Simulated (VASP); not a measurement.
# LiF (Griceite) (Fm-3m) in VASP: further runs, part 2 of 2

VASP 6.6.1. The steps go on from the part before.

### Step 4. Single point, PBEsol

INCAR

```
  ALGO = Normal
  EDIFF = 1E-6
  ENCUT = 520
  GGA = PS
  ISIF = 2
  ISMEAR = 0
  LASPH = True
  LCHARG = False
  LREAL = False
  LWAVE = False
  NELM = 60
  PREC = Accurate
  SIGMA = 0.02
```

KPOINTS

```
k-points
0
Gamma
  11 11 11
```

POSCAR

```
LiF
2.8482
    0.000000000000      0.707113264518      0.707113264518
    0.707113264518      0.000000000000      0.707113264518
    0.707113264518      0.707113264518      0.000000000000
F Li
1 1
Direct
    0.5000000000      0.5000000000      0.5000000000
    0.0000000000      0.0000000000      0.0000000000
```

Potentials or basis: VASP PAW PBE potentials, release 54 (F, Li_sv).

The run is started by

```console
cat potpaw_PBE.54/F/POTCAR potpaw_PBE.54/Li_sv/POTCAR > POTCAR
mpirun -np 1 vasp_std > vasp.out
```

OUTCAR:

```text
EDIFF = 1E-6
   ENCUT = 520
   GGA = PS
   ISIF = 2
   ISMEAR = 0
   LASPH = True
   LREAL = False
   NELM = 60
   PREC = Accurate

 ion  position               nearest neighbor table
   1  0.500  0.500  0.500-   2 2.01   2 2.01   2 2.01   2 2.01   2 2.01   2 2.01
   2  0.000  0.000  0.000-   1 2.01   1 2.01   1 2.01   1 2.01   1 2.01   1 2.01

  LATTYP: Found a face centered cubic cell.
 ALAT       =     4.0280000000

  Lattice vectors:

 A1 = (   0.0000000000,   2.0140000000,   2.0140000000)
 A2 = (   2.0140000000,   0.0000000000,   2.0140000000)
 A3 = (   2.0140000000,   2.0140000000,   0.0000000000)

Analysis of symmetry for initial positions (statically):
=====================================================================
 Subroutine PRICEL returns:
 Original cell was already a primitive cell.

 Routine SETGRP: Setting up the symmetry group for a
 face centered cubic supercell.

 Subroutine GETGRP returns: Found 48 space group operations
 (whereof 48 operations were pure point group operations)
 out of a pool of 48 trial point group operations.

The static configuration has the point symmetry O_h .

Analysis of symmetry for dynamics (positions and initial velocities):
[... 191 lines left out ...]
 val. band max:       -1.1079610782   @ k =   0.0000   0.0000   0.0000
 cond. band min:       7.8073096483   @ k =   0.0000   0.0000   0.0000
 fundamental gap:      8.9152707265
 Fermi energy:        -1.0231528877

 k-point     1 :       0.0000    0.0000    0.0000
  band No.  band energies     occupation
      1     -41.3172      2.00000
      2     -20.9726      2.00000
      3      -1.1080      2.00000
      4      -1.1080      2.00000
      5      -1.1080      2.00000
      6       7.8073      0.00000
      7      22.7199      0.00000
      8      22.7225      0.00000
      9      22.9989      0.00000
[... 457 lines left out ...]
 k-point    40 :      -0.4545    0.1818    0.0909
  band No.  band energies     occupation
      1     -41.2491      2.00000
      2     -20.4704      2.00000
      3      -3.5224      2.00000
      4      -1.9524      2.00000
      5      -1.4752      2.00000
      6      10.4577      0.00000
      7      14.8128      0.00000
      8      17.7891      0.00000
      9      17.9098      0.00000

 [... further k-points ...]
[... 5 lines left out ...]
  --------------------------------------------------------------------------------------
  -------------------------------------------------------------------------------------
  Total       -0.1324846     -0.1324846     -0.1324846      0.0000000      0.0000000      0.0000000
  in kB      -12.9917444    -12.9917444    -12.9917444      0.0000000      0.0000000      0.0000000
  external PRESSURE =     -12.9917444 kB  Pullay stress =       0.0000000 kB

 VOLUME and BASIS-vectors are now :
 -----------------------------------------------------------------------------
  energy-cutoff  :      520.00
  volume of cell :       16.34
      direct lattice vectors                 reciprocal lattice vectors
     0.000000000  2.014000000  2.014000000    -0.248262165  0.248262165  0.248262165
     2.014000000  0.000000000  2.014000000     0.248262165 -0.248262165  0.248262165
     2.014000000  2.014000000  0.000000000     0.248262165  0.248262165 -0.248262165

 POSITION                                       TOTAL-FORCE (eV/Angst)
 -----------------------------------------------------------------------------------
      2.01400      2.01400      2.01400         0.000000      0.000000     -0.000000
      0.00000      0.00000      0.00000        -0.000000     -0.000000      0.000000
 -----------------------------------------------------------------------------------
    total drift:                               -0.000000     -0.000000      0.000000

  FREE ENERGIE OF THE ION-ELECTRON SYSTEM (eV)
  ---------------------------------------------------
  free  energy   TOTEN  =        -9.8518793151 eV

  energy  without entropy=       -9.8518793151  energy(sigma->0) =       -9.85187932
```

OSZICAR:

```text
N       E                     dE             d eps       ncg     rms          rms(c)
DAV:   1     0.298811746373E+02    0.29881E+02   -0.58509E+03  1040   0.115E+03
DAV:   2    -0.930909062230E+01   -0.39190E+02   -0.38362E+02  1160   0.203E+02
DAV:   3    -0.102678419840E+02   -0.95875E+00   -0.95685E+00  1316   0.299E+01
DAV:   4    -0.102779024707E+02   -0.10060E-01   -0.10058E-01  1335   0.307E+00
DAV:   5    -0.102779755847E+02   -0.73114E-04   -0.73113E-04  1344   0.155E-01    0.406E+00
DAV:   6    -0.985134721734E+01    0.42663E+00   -0.22582E+00  1027   0.116E+01    0.140E+00
DAV:   7    -0.984936709403E+01    0.19801E-02   -0.16045E-02  1414   0.147E+00    0.834E-01
DAV:   8    -0.985176654203E+01   -0.23994E-02   -0.12818E-02  1444   0.156E+00    0.944E-02
DAV:   9    -0.985184396376E+01   -0.77422E-04   -0.87745E-04  1111   0.325E-01    0.416E-02
DAV:  10    -0.985187858713E+01   -0.34623E-04   -0.12974E-04  1130   0.107E-01    0.392E-03
DAV:  11    -0.985187931505E+01   -0.72793E-06   -0.18719E-06  1364   0.178E-02
   1 F= -.98518793E+01 E0= -.98518793E+01  d E =-.118064E-11
```

Run time: 3.9 s. Hardware: 1 thread of Intel Xeon 6975P-C (Granite Rapids), shared host; peak memory 0.13 GiB.

What came out:

* Free energy: -9.8519 eV
* Band gap on the k mesh: 8.92 eV, direct

Caveat: the cutoff is under 1.25 times the usual one of these potentials, so pressure, stress and relaxed cells hold a basis-set (Pulay) error; the PAW data sets were made with another functional, which shifts forces and pressure a little; an odd mesh through Γ misses points on the zone boundary, where band edges often lie.

### Step 5. Single point, PBEsol

run.py

```python
from ase.calculators.vasp import Vasp
from ase.dft.bandgap import bandgap
from ase.io import read

atoms = read('LiF.cif', primitive_cell=True, subtrans_included=False)
calc = Vasp(
    directory='calc',
    xc='pbesol',
    pp='PBE',
    setups='recommended',
    pp_version='54',
    prec='Accurate',
    encut=520,
    ediff=1e-06,
    ismear=0,
    sigma=0.02,
    lreal=False,
    lasph=True,
    nelm=60,
    algo='Normal',
    isif=2,
    lwave=False,
    lcharg=False,
    kpts=[11, 11, 11],
    gamma=True,
)
atoms.calc = calc

print('energy (eV):', atoms.get_potential_energy())
print('free energy (eV):', atoms.get_potential_energy(force_consistent=True))
print('forces (eV/A):')
print(atoms.get_forces())
print('stress (eV/A^3, Voigt):', atoms.get_stress())
print('Fermi level (eV):', calc.get_fermi_level())
gap, top, bottom = bandgap(calc)
print('band gap (eV):', gap, 'from (spin, k, band)', top, 'to', bottom)
```

LiF.cif

```cif
data_LiF
_cell_length_a 4.02800000
_cell_length_b 4.02800000
_cell_length_c 4.02800000
_cell_angle_alpha 90.00000000
_cell_angle_beta 90.00000000
_cell_angle_gamma 90.00000000
_space_group_name_H-M_alt 'Fm-3m'
_space_group_name_Hall '-F 4 2 3'
_space_group_IT_number 225
loop_
_space_group_symop_operation_xyz
'x,y,z'
'-x,-y,-z'
'-y,x,z'
'y,-x,-z'
'-x,-y,z'
'x,y,-z'
'y,-x,z'
'-y,x,-z'
'x,-y,-z'
'-x,y,z'
'-y,-x,-z'
'y,x,z'
'-x,y,-z'
'x,-y,z'
'y,x,-z'
'-y,-x,z'
'z,x,y'
'-z,-x,-y'
'z,-y,x'
'-z,y,-x'
'z,-x,-y'
'-z,x,y'
'z,y,-x'
'-z,-y,x'
'-z,x,-y'
'z,-x,y'
'-z,-y,-x'
'z,y,x'
'-z,-x,y'
'z,x,-y'
'-z,y,x'
'z,-y,-x'
'y,z,x'
'-y,-z,-x'
'x,z,-y'
'-x,-z,y'
'-y,z,-x'
'y,-z,x'
'-x,z,y'
'x,-z,-y'
'-y,-z,x'
'y,z,-x'
'-x,-z,-y'
'x,z,y'
'y,-z,-x'
'-y,z,x'
'x,-z,y'
'-x,z,-y'
'x,y+1/2,z+1/2'
'-x,-y+1/2,-z+1/2'
'-y,x+1/2,z+1/2'
'y,-x+1/2,-z+1/2'
[... 63 lines left out ...]
'-z+1/2,y,-x+1/2'
'z+1/2,-x,-y+1/2'
'-z+1/2,x,y+1/2'
'z+1/2,y,-x+1/2'
'-z+1/2,-y,x+1/2'
'-z+1/2,x,-y+1/2'
'z+1/2,-x,y+1/2'
'-z+1/2,-y,-x+1/2'
'z+1/2,y,x+1/2'
'-z+1/2,-x,y+1/2'
'z+1/2,x,-y+1/2'
'-z+1/2,y,x+1/2'
'z+1/2,-y,-x+1/2'
'y+1/2,z,x+1/2'
'-y+1/2,-z,-x+1/2'
'x+1/2,z,-y+1/2'
'-x+1/2,-z,y+1/2'
'-y+1/2,z,-x+1/2'
'y+1/2,-z,x+1/2'
'-x+1/2,z,y+1/2'
'x+1/2,-z,-y+1/2'
'-y+1/2,-z,x+1/2'
'y+1/2,z,-x+1/2'
'-x+1/2,-z,-y+1/2'
'x+1/2,z,y+1/2'
'y+1/2,-z,-x+1/2'
'-y+1/2,z,x+1/2'
'x+1/2,-z,y+1/2'
'-x+1/2,z,-y+1/2'
'x+1/2,y+1/2,z'
'-x+1/2,-y+1/2,-z'
'-y+1/2,x+1/2,z'
'y+1/2,-x+1/2,-z'
'-x+1/2,-y+1/2,z'
'x+1/2,y+1/2,-z'
'y+1/2,-x+1/2,z'
'-y+1/2,x+1/2,-z'
'x+1/2,-y+1/2,-z'
'-x+1/2,y+1/2,z'
'-y+1/2,-x+1/2,-z'
'y+1/2,x+1/2,z'
'-x+1/2,y+1/2,-z'
'x+1/2,-y+1/2,z'
'y+1/2,x+1/2,-z'
'-y+1/2,-x+1/2,z'
'z+1/2,x+1/2,y'
'-z+1/2,-x+1/2,-y'
'z+1/2,-y+1/2,x'
'-z+1/2,y+1/2,-x'
'z+1/2,-x+1/2,-y'
'-z+1/2,x+1/2,y'
'z+1/2,y+1/2,-x'
'-z+1/2,-y+1/2,x'
'-z+1/2,x+1/2,-y'
'z+1/2,-x+1/2,y'
'-z+1/2,-y+1/2,-x'
'z+1/2,y+1/2,x'
'-z+1/2,-x+1/2,y'
'z+1/2,x+1/2,-y'
'-z+1/2,y+1/2,x'
'z+1/2,-y+1/2,-x'
'y+1/2,z+1/2,x'
'-y+1/2,-z+1/2,-x'
'x+1/2,z+1/2,-y'
'-x+1/2,-z+1/2,y'
'-y+1/2,z+1/2,-x'
'y+1/2,-z+1/2,x'
'-x+1/2,z+1/2,y'
'x+1/2,-z+1/2,-y'
'-y+1/2,-z+1/2,x'
'y+1/2,z+1/2,-x'
'-x+1/2,-z+1/2,-y'
'x+1/2,z+1/2,y'
'y+1/2,-z+1/2,-x'
'-y+1/2,z+1/2,x'
'x+1/2,-z+1/2,y'
'-x+1/2,z+1/2,-y'
loop_
_atom_site_label
_atom_site_type_symbol
_atom_site_symmetry_multiplicity
_atom_site_Wyckoff_symbol
_atom_site_fract_x
_atom_site_fract_y
_atom_site_fract_z
_atom_site_occupancy
F1 F 4 b 0.5000000000 0.0000000000 0.0000000000 1
Li1 Li 4 a 0.0000000000 0.0000000000 0.0000000000 1
```

The run is started by

```console
python run.py
```

Wall time 6.6 s (1 thread of Intel Xeon 6975P-C (Granite Rapids), shared host); peak memory 0.13 GiB.

Results (log left out):

```
Free energy            : -9.8519 eV
Band gap on the k mesh : 8.92 eV, direct
```

Levels at points of the mesh, in eV from the valence-band top:
```csv
k point,band 1,band 2,band 3,band 4,band 5,band 6,band 7,band 8,band 9
"(0.00, 0.00, 0.00)",-40.21,-19.86,0.00,0.00,0.00,8.92,23.83,23.83,24.11
```

Caveat: the cutoff is under 1.25 times the usual one of these potentials, so pressure, stress and relaxed cells hold a basis-set (Pulay) error; the PAW data sets were made with another functional, which shifts forces and pressure a little; an odd mesh through Γ misses points on the zone boundary, where band edges often lie.

### Step 6. The reference run

An earlier run on the cell as given: functional PBE; potentials or basis VASP PAW PBE potentials, release 64 (F, Li_sv); cutoff 520 eV; k mesh 11 × 11 × 11; occupations fermi-dirac, width 0.05 eV; no spin polarisation.

- Band gap on the k mesh: 9.09 eV, direct

### Step 7. Summary

```tsv
task	level	potentials or basis	cell	cutoff (eV)	smearing	gap on the mesh (eV)	pressure (GPa)	relaxed volume (Å³/atom)
relaxation of cell and atoms	PBE	VASP PAW PBE potentials, release 64 (F_GW, Li_sv_GW)	relaxed	680	fermi-dirac 0.05 eV	8.85	0.0	8.36
relaxation of cell and atoms	PBE	VASP PAW PBE potentials, release 64 (F_GW, Li_GW)	relaxed	630	fermi-dirac 0.05 eV	8.73	-0.1	8.47
single point	PBEsol	VASP PAW PBE potentials, release 54 (F, Li_sv)	as given	520	gaussian 0.02 eV	8.92	-	-
single point	PBE	VASP PAW PBE potentials, release 64 (F, Li_sv)	as given	520	fermi-dirac 0.05 eV	9.09	-	-
```

Alike in all rows: no spin polarisation; k mesh 11 × 11 × 11.

Caveats: an odd mesh through Γ misses points on the zone boundary, where band edges often lie; the cutoff is under 1.25 times the usual one of these potentials, so pressure, stress and relaxed cells hold a basis-set (Pulay) error (some runs); the PAW data sets were made with another functional, which shifts forces and pressure a little (some runs).

Absolute energies hang on the potentials; compare differences alone.
